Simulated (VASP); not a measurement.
# NaF (Villiaumite): relaxation of cell and atoms with vdW-DF2

The system is NaF (Villiaumite).

```
CELL_PARAMETERS angstrom
0.00000 2.32000 2.32000
2.32000 0.00000 2.32000
2.32000 2.32000 0.00000
ATOMIC_POSITIONS crystal
Na 0.00000 0.00000 0.00000
F 0.50000 0.50000 0.50000
```

- Program: VASP 6.6.1
- Task: relaxation of cell and atoms
- Functional: vdW-DF2
- Potentials or basis: VASP PAW PBE potentials, release 64 (Na_pv, F)
- Cutoff: 600 eV
- k mesh: 10 × 10 × 10
- Occupations: tetrahedron
- Spin: no spin polarisation
- Optimiser: BFGS
- Further INCAR settings: ALGO = Normal; EDIFF = 1.00e-07; MAXMIX = 5

The relaxed volume is 12.72 Å³/atom. The relaxed cell is a = 3.301 Å, b = 3.301 Å, c = 3.301 Å, α = 60.00°, β = 60.00°, γ = 60.00°. The space group after relaxing (to 0.05 Å) is Fm-3m (No. 225) and the energy gained by relaxing is 1.1 meV/atom. The ionic steps are 3. The pressure after relaxing is 0.0 GPa and the band gap on the k mesh is 6.08 eV, direct.

The path:
```tsv
step	energy change (eV)	largest force (eV/Å)	pressure (GPa)	volume (Å³)
1	0.0000	0.0000	0.97	24.97
2	-0.0003	0.0000	0.88	25.01
3	-0.0022	0.0000	0.01	25.43
```

Final structure:
```xyz
2
Lattice="0.0000 2.3341 2.3341 2.3341 0.0000 2.3341 2.3341 2.3341 0.0000" Properties=species:S:1:pos:R:3 pbc="T T T"
Na    0.0000    0.0000    0.0000
F     2.3341    2.3341    2.3341
```

Levels at points of the mesh, in eV from the valence-band top:
```csv
k point,band 5,band 6,band 7,band 8,band 9,band 10
"(0.00, 0.00, 0.00)",0.00,0.00,0.00,6.08,18.68,18.68
"(0.50, 0.00, 0.00)",-1.55,-0.24,-0.24,10.61,12.19,19.66
"(0.50, 0.50, 0.00)",-1.24,-0.40,-0.40,12.96,13.11,13.29
```

Wall time 75 s on 1 thread of Intel(R) Xeon(R) 6975P-C (Granite Rapids), on a shared host, peak memory 0.32 GiB.

Caveat: the PAW data sets were made with another functional, which shifts forces and pressure a little. Zero-point motion and thermal expansion aren't in these numbers.
